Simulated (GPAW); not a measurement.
Wanted: an ASE script for a GPAW 26.7.0 run.

* Task: relaxation of cell and atoms
* Functional: PBE
* Potentials or basis: GPAW PAW data sets (gpaw-data 1.2.1)
* Cutoff: 800 eV
* Basis: pw
* k mesh: 7 × 7 × 3
* Occupations: fermi-dirac, width 0.05 eV
* Spin: no spin polarisation
* Target pressure: 2 GPa
* Maxiter: 150
* Optimizer: BFGS
* Fmax: 0.02 eV/Å
* Max steps: 60
* Target pressure: 2 GPa
* Convergence: density=1e-05 forces=0.0001

The system is Al2O3.

```
CELL_PARAMETERS angstrom
3.01748 0.00000 0.00000
-1.50874 2.61322 0.00000
0.00000 0.00000 7.57464
ATOMIC_POSITIONS crystal
Al 0.00000 0.00000 0.72205
Al 0.00000 0.00000 0.27795
O 0.00000 0.00000 0.50000
O 0.66667 0.33333 0.80055
O 0.33333 0.66667 0.19945
```

Measurements of this composition are mostly on another form, of space group No. 167.

These files were run (other wordings do the same):

run.py

```python
from ase import Atoms
from ase.filters import FrechetCellFilter
from ase.io import write
from ase.optimize import BFGS
from ase.units import GPa
from gpaw import GPAW, PW

atoms = Atoms(['Al', 'Al', 'O', 'O', 'O'],
              cell=[[3.017482544, 0.0, 0.0],
                    [-1.508741272, 2.6132165386, 0.0],
                    [0.0, 0.0, 7.5746360022]],
              scaled_positions=[[0.0, 0.0, 0.722049],
                                [0.0, 0.0, 0.277951],
                                [0.0, 0.0, 0.5],
                                [0.6666666667, 0.3333333333, 0.800546],
                                [0.3333333333, 0.6666666667, 0.199454]],
              pbc=True)

calc = GPAW(mode=PW(800),
            xc='PBE',
            kpts={'size': (7, 7, 3), 'gamma': True},
            occupations={'name': 'fermi-dirac', 'width': 0.05},
            nbands=24,
            convergence={'density': 1e-05, 'forces': 0.0001},
            maxiter=150,
            txt='gpaw.txt')
atoms.calc = calc
opt = BFGS(FrechetCellFilter(atoms, scalar_pressure=2 * GPa), trajectory='relax.traj', logfile='-')
done = opt.run(fmax=0.02, steps=60)
calc.write('gs.gpw')
write('result.traj', atoms)
print('Converged:', done)
print('Cell:', atoms.cell.cellpar().round(4))
print('Volume:', round(atoms.get_volume(), 4))
print(atoms.get_scaled_positions().round(5))
```

Potentials or basis: GPAW PAW data sets (gpaw-data 1.2.1), pw.

The run is started by

```bash
$ OMP_NUM_THREADS=1 python run.py
```

It gave:

```
Relaxed volume                                         : 11.87 Å³/atom
Relaxed cell                                           : a = 3.008 Å, b = 3.008 Å, c = 7.575 Å, α = 90.00°, β = 90.00°, γ = 120.00°
Space group after relaxing (to 0.05 Å)                 : P-3m1 (No. 164)
Energy change on relaxing (the enthalpy is what falls) : +0.7 meV/atom
Ionic steps                                            : 7
Pressure after relaxing                                : 1.9 GPa
Largest force after relaxing                           : 0.012 eV/Å
Band gap on the k mesh                                 : 2.35 eV, direct
```

Caveat: later steps reuse the first step's grids.

It took 2.6 min on 1 thread of Arm Neoverse V1 (shared host), peak memory 0.22 GiB.
